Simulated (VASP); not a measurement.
# FeO (F-43m) in VASP: electric field gradients with PBE

Aim: the electric field gradients of FeO with PBE.

All numbers are computed with VASP 6.6.1; they aren't measurements. Logs are shortened: lines on timing, memory, paths and dates and some standing lists are left out, and cuts for length are marked.

**1. The cell of the first run**

The structure is cubic, space group F-43m (No. 216). Conventional cell: a = 4.540 Å, b = 4.540 Å, c = 4.540 Å, α = 90.00°, β = 90.00°, γ = 90.00°. Fe (site symmetry -43m) has 4 O at 1.97 Å as nearest neighbours. O (site symmetry -43m) has 4 Fe at 1.97 Å as nearest neighbours.

The cell comes from a database or a generator and needn't be the stable form of this composition.

**2. Electric field gradients, PBE, collinear spin, typed start (volume scaled by 0.96)**

Input file INCAR:

```
SYSTEM = FeO
ALGO = Normal ; EDIFF = 1E-8
ENCUT = 520 ; GGA = PE
ISIF = 2 ; ISMEAR = -1
ISPIN = 2 ; LASPH = .TRUE.
LCHARG = .FALSE. ; LEFG = .TRUE.
LMAXMIX = 4 ; LORBIT = 11
LREAL = .FALSE. ; LWAVE = .FALSE.
MAGMOM = 3 0 ; NBANDS = 18
NELM = 150 ; PREC = Accurate
SIGMA = 0.08
```

Input file KPOINTS:

```
k-points
0
G
  13 13 13
  0 0 0
```

Input file POSCAR:

```
FeO
1.0
    0.0000000000      2.2700311320      2.2700311320
    2.2700311320      0.0000000000      2.2700311320
    2.2700311320      2.2700311320      0.0000000000
Fe O
1 1
Direct
    0.0000000000      0.0000000000      0.0000000000
    0.2500000000      0.2500000000      0.2500000000
```

Potentials or basis: VASP PAW PBE potentials, release 64 (Fe, O).

The run is started by

```sh
$ cat potpaw_PBE.64/Fe/POTCAR potpaw_PBE.64/O/POTCAR > POTCAR
$ mpirun -np 1 vasp_std > vasp.out
```

OUTCAR:

```text
SYSTEM = FeO
   EDIFF = 1E-8
   ENCUT = 520
   GGA = PE
   ISIF = 2
   ISMEAR = -1
   ISPIN = 2
   LASPH = .TRUE.
   LORBIT = 11
   LREAL = .FALSE.
   NELM = 150
   PREC = Accurate

 ion  position               nearest neighbor table
   1  0.000  0.000  0.000-   2 1.97   2 1.97   2 1.97   2 1.97
   2  0.250  0.250  0.250-   1 1.97   1 1.97   1 1.97   1 1.97

  LATTYP: Found a face centered cubic cell.
 ALAT       =     4.5400622640

  Lattice vectors:

 A1 = (   0.0000000000,   2.2700311320,   2.2700311320)
 A2 = (   2.2700311320,   0.0000000000,   2.2700311320)
 A3 = (   2.2700311320,   2.2700311320,   0.0000000000)

Analysis of symmetry for initial positions (statically):
=====================================================================
 Subroutine PRICEL returns:
 Original cell was already a primitive cell.

 Routine SETGRP: Setting up the symmetry group for a
 face centered cubic supercell.

 Subroutine GETGRP returns: Found 24 space group operations
 (whereof 24 operations were pure point group operations)
 out of a pool of 48 trial point group operations.

The static configuration has the point symmetry T_d .

Analysis of symmetry for dynamics (positions and initial velocities):
=====================================================================
 Subroutine PRICEL returns:
 Original cell was already a primitive cell.

 Routine SETGRP: Setting up the symmetry group for a
 face centered cubic supercell.

 Subroutine GETGRP returns: Found 24 space group operations
 (whereof 24 operations were pure point group operations)
 out of a pool of 48 trial point group operations.

The dynamic configuration has the point symmetry T_d .

Analysis of structural, dynamic, and magnetic symmetry:
=====================================================================
 Subroutine PRICEL returns:
 Original cell was already a primitive cell.

 Routine SETGRP: Setting up the symmetry group for a
 face centered cubic supercell.

 Subroutine GETGRP returns: Found 24 space group operations
 (whereof 24 operations were pure point group operations)
 out of a pool of 48 trial point group operations.

The overall configuration has the point symmetry T_d .

 Subroutine INISYM returns: Found 24 space group operations
 (whereof 24 operations are pure point group operations),
 and found     1 'primitive' translations

----------------------------------------------------------------------------------------

                                     Primitive cell

  volume of cell :      23.3951

  direct lattice vectors                    reciprocal lattice vectors
     0.000000000  2.270031132  2.270031132    -0.220261296  0.220261296  0.220261296
     2.270031132  0.000000000  2.270031132     0.220261296 -0.220261296  0.220261296
     2.270031132  2.270031132  0.000000000     0.220261296  0.220261296 -0.220261296

  length of vectors
     3.210308814  3.210308814  3.210308814     0.381503756  0.381503756  0.381503756

  position of ions in fractional coordinates (direct lattice)
     0.000000000  0.000000000  0.000000000
     0.250000000  0.250000000  0.250000000

  ion indices of the primitive-cell ions
   primitive index   ion index
                 1           1
                 2           2

----------------------------------------------------------------------------------------

 KPOINTS: k-points

Automatic generation of k-mesh.
 Grid dimensions read from file:
 generate k-points for:   13   13   13

 Generating k-lattice:

  Cartesian coordinates                     Fractional coordinates (reciprocal lattice)
    -0.016943177  0.016943177  0.016943177     0.076923077  0.000000000  0.000000000
     0.016943177 -0.016943177  0.016943177     0.000000000  0.076923077  0.000000000
     0.016943177  0.016943177 -0.016943177     0.000000000  0.000000000  0.076923077

  Length of vectors
     0.029346443  0.029346443  0.029346443

  Shift w.r.t. Gamma in fractional coordinates (k-lattice)
     0.000000000  0.000000000  0.000000000

 Subroutine IBZKPT returns following result:
 ===========================================

 Found     84 irreducible k-points:

 Following reciprocal coordinates:
            Coordinates               Weight
  0.000000  0.000000  0.000000      1.000000
  0.076923  0.000000  0.000000      8.000000
  0.153846  0.000000  0.000000      8.000000
  0.230769  0.000000  0.000000      8.000000
  0.307692  0.000000  0.000000      8.000000
  0.384615  0.000000  0.000000      8.000000
[... 16 lines left out ...]
  0.384615  0.153846  0.000000     24.000000
  0.461538  0.153846  0.000000     24.000000
 [... further k-points ...]
   k-points           NKPTS =     84   k-points in BZ     NKDIM =     84   number of bands    NBANDS=     18
   number of dos      NEDOS =    301   number of ions     NIONS =      2
   total plane-waves  NPLWV =  13824
   dimension x,y,z NGX =    24 NGY =   24 NGZ =   24
   dimension x,y,z NGXF=    48 NGYF=   48 NGZF=   48
   ions per type =               1   1
   NGX,Y,Z   is equivalent  to a cutoff of  12.43, 12.43, 12.43 a.u.
   NGXF,Y,Z  is equivalent  to a cutoff of  24.86, 24.86, 24.86 a.u.
 SYSTEM =  FeO
   PREC   = accura    normal or accurate (medium, high low for compatibility)
   ISTART =      0    job   : 0-new  1-cont  2-samecut
   ICHARG =      2    charge: 1-file 2-atom 10-const
   ISPIN  =      2    spin polarized calculation?
   LNONCOLLINEAR =      F non collinear calculations
   LSORBIT =      F    spin-orbit coupling
   LASPH  =      T    aspherical Exc in radial PAW
   ENCUT  =  520.0 eV  38.22 Ry    6.18 a.u.   5.97  5.97  5.97*2*pi/ulx,y,z
   NELM   =    150;   NELMIN=  2; NELMDL= -5     # of ELM steps
   EDIFF  = 0.1E-07   stopping-criterion for ELM
   LREAL  =      F    real-space projection
   EDIFFG = 0.1E-06   stopping-criterion for IOM
   NSW    =      0    number of steps for IOM
   IBRION =     -1    ionic relax: 0-MD 1-quasi-New 2-CG
   NFREE  =      0    steps in history (QN), initial steepest desc. (CG)
   ISIF   =      2    stress and relaxation
   ISYM   =      2    0-nonsym 1-usesym 2-fastsym
   POTIM  = 0.5000    time-step for ionic-motion
   TEBEG  =    0.0;   TEEND  =   0.0 temperature during run
   PSTRESS=    0.0 pullay stress
   NELECT =      14.0000    total number of electrons
   NUPDOWN=      -1.0000    fix difference up-down
   EMIN   =  10.00;   EMAX   =-10.00  energy-range for DOS
   EFERMI =   0.00;   METHOD = LEGACY
   ISMEAR =    -1;   SIGMA  =   0.08  broadening in eV -4-tet -1-fermi 0-gaus
   EFERMI_NEDOS =   21; number of points for ismear=-14 and -15
   IALGO  =     38    algorithm
   IMIX   =      4    mixing-type and parameters
     AMIX     =   0.40;   BMIX     =  1.00
     AMIX_MAG =   1.60;   BMIX_MAG =  1.00
  volume/ion in A,a.u.               =      11.70        78.94
  Fermi-wavevector in a.u.,A,eV,Ry     =   1.379566  2.607001 25.894626  1.903201
  Thomas-Fermi vector in A             =   2.504523
   LORBIT       =     11    0 simple, 1 ext, 2 COOP (PROOUT), +10 PAW based schemes
   GGA     = PE    functional components
   LHFCALC =     F    Hartree Fock is set to
   AEXX    =    0.0000 exact exchange contribution
   IVDW    =     0    specifies the selected vdW correction
   LEPSILON=     F    determine dielectric tensor
   LRPA    =     F    only Hartree local field effects (RPA)
 spin polarized calculation
  energy-cutoff  :      520.00
  volume of cell :       23.40
 maximum number of plane-waves:       646
   NGX = 11   NGY = 11   NGZ = 11

 number of electron      14.0000010 magnetization       3.9975013

 Free energy of the ion-electron system (eV)
  ---------------------------------------------------
  ext. energy  EPLUGINS =         0.00000000
  ---------------------------------------------------
  free energy    TOTEN  =       -14.96779862 eV

  energy without entropy =      -14.92904411  energy(sigma->0) =      -14.94842137

 E-fermi :   4.7413     XC(G=0): -11.1052

 val. band max:        4.7383367651   @ k =  -0.3077   0.2308   0.0000
 cond. band min:       4.7425446475   @ k =  -0.1538   0.0769   0.0000
 fundamental gap:      0.0042078824
 Fermi energy:         4.7412519190

 spin component 1

 k-point     1 :       0.0000    0.0000    0.0000
  band No.  band energies     occupation
      1     -15.7809      1.00000
      2      -2.0784      1.00000
      3      -2.0784      1.00000
      4      -2.0784      1.00000
      5       1.2965      1.00000
      6       1.2965      1.00000
[... 10 lines left out ...]
     17      24.0048      0.00000
     18      26.3953      0.00000
[... 463 lines left out ...]
 k-point    24 :       0.4615    0.1538    0.0000
  band No.  band energies     occupation
      1     -15.1777      1.00000
      2      -2.6573      1.00000
      3      -1.7810      1.00000
      4      -1.6188      1.00000
      5       1.2763      1.00000
      6       1.5062      1.00000
[... 10 lines left out ...]
     17      29.2003      0.00000
     18      30.4504      0.00000

 [... further k-points ...]

 spin component 2

 k-point     1 :       0.0000    0.0000    0.0000
  band No.  band energies     occupation
      1     -15.2081      1.00000
      2      -0.7090      1.00000
      3      -0.7090      1.00000
      4      -0.7090      1.00000
      5       4.7003      0.62514
      6       4.9114      0.10651
[... 10 lines left out ...]
     17      24.5788      0.00000
     18      27.3248      0.00000
[... 463 lines left out ...]
 k-point    24 :       0.4615    0.1538    0.0000
  band No.  band energies     occupation
      1     -14.5796      1.00000
      2      -1.9500      1.00000
      3      -0.6215      1.00000
      4      -0.4041      1.00000
      5       4.5428      0.92276
      6       5.0698      0.01620
[... 10 lines left out ...]
     17      29.8874      0.00000
     18      31.0639      0.00000

 [... further k-points ...]

------------------------ aborting loop because EDIFF is reached ----------------------------------------

  FORCE on cell =-STRESS in cart. coord.  units (eV):
  Direction    XX          YY          ZZ          XY          YZ          ZX
  --------------------------------------------------------------------------------------
  -------------------------------------------------------------------------------------
  Total        1.0157708      1.0157708      1.0157708      0.0000000      0.0000000      0.0000000
  in kB       69.5634133     69.5634133     69.5634133      0.0000000      0.0000000      0.0000000
  external PRESSURE =      69.5634133 kB  Pullay stress =       0.0000000 kB

 VOLUME and BASIS-vectors are now :
 -----------------------------------------------------------------------------
  energy-cutoff  :      520.00
  volume of cell :       23.40
      direct lattice vectors                 reciprocal lattice vectors
     0.000000000  2.270031132  2.270031132    -0.220261296  0.220261296  0.220261296
     2.270031132  0.000000000  2.270031132     0.220261296 -0.220261296  0.220261296
     2.270031132  2.270031132  0.000000000     0.220261296  0.220261296 -0.220261296

 POSITION                                       TOTAL-FORCE (eV/Angst)
 -----------------------------------------------------------------------------------
      0.00000      0.00000      0.00000        -0.000000     -0.000000     -0.000000
      1.13502      1.13502      1.13502         0.000000      0.000000      0.000000
 -----------------------------------------------------------------------------------
    total drift:                                0.000001      0.000001      0.000001

  FREE ENERGIE OF THE ION-ELECTRON SYSTEM (eV)
  ---------------------------------------------------
  free  energy   TOTEN  =       -14.9677986169 eV

  energy  without entropy=      -14.9290441147  energy(sigma->0) =      -14.94842137

 Electric field gradients (V/A^2)
---------------------------------------------------------------------
 ion       V_xx      V_yy      V_zz      V_xy      V_xz      V_yz
---------------------------------------------------------------------
   1       0.000     0.000    -0.000     0.001     0.001     0.001
   2      -0.000    -0.000     0.000     0.002     0.002     0.002
---------------------------------------------------------------------

 Electric field gradients after diagonalization (V/A^2)
 (convention: |V_zz| > |V_xx| > |V_yy|)
----------------------------------------------------------------------
 ion       V_xx      V_yy      V_zz     asymmetry (V_yy - V_xx)/ V_zz
----------------------------------------------------------------------
   1      -0.001    -0.001     0.001       0.000
   2      -0.002    -0.002     0.005       0.000
----------------------------------------------------------------------

           NMR quadrupolar parameters

 Cq : quadrupolar parameter    Cq=e*Q*V_zz/h
 eta: asymmetry parameters     (V_yy - V_xx)/ V_zz
 Q  : nuclear electric quadrupole moment in mb (millibarn)
----------------------------------------------------------------------
 ion       Cq(MHz)       eta       Q (mb)
----------------------------------------------------------------------
   1       0.000       0.000       1.000
   2       0.000       0.000       1.000
----------------------------------------------------------------------

 total charge

# of ion       s       p       d       tot
------------------------------------------
    1        0.344   0.474   6.101   6.919
    2        1.553   3.475   0.000   5.029
--------------------------------------------------
tot          1.898   3.949   6.101  11.948

 magnetization (x)

# of ion       s       p       d       tot
------------------------------------------
    1        0.026   0.053   3.503   3.582
    2        0.021   0.286   0.000   0.308
--------------------------------------------------
tot          0.047   0.340   3.503   3.890
```

It took 82 s on 1 thread of AMD EPYC 7R13 (Zen 3), shared host; peak memory 0.16 GiB.

What came out:

| Item | Value |
| --- | --- |
| Free energy | -14.9678 eV |
| Pressure | 7.0 GPa |
| Band gap on the k mesh | none (metal or under the smearing width) |
| Net moment | 4.00 μB per cell |
| Site moments | Fe +3.58; O +0.31 μB |
| Valence electrons inside the program's atomic spheres | Fe 6.92; O 5.03 |

Electric field gradients, principal values (V/Å²):
| atom | Vxx | Vyy | Vzz |
| --- | --- | --- | --- |
| 1 Fe | -0.001 | -0.001 | 0.001 |
| 2 O | -0.002 | -0.002 | 0.005 |

Caveat: a cell with one magnetic atom can't hold antiferromagnetic order, which such compounds often take; semilocal functionals often make such compounds metallic where correlation or magnetic order opens a gap, which also shifts bond lengths.
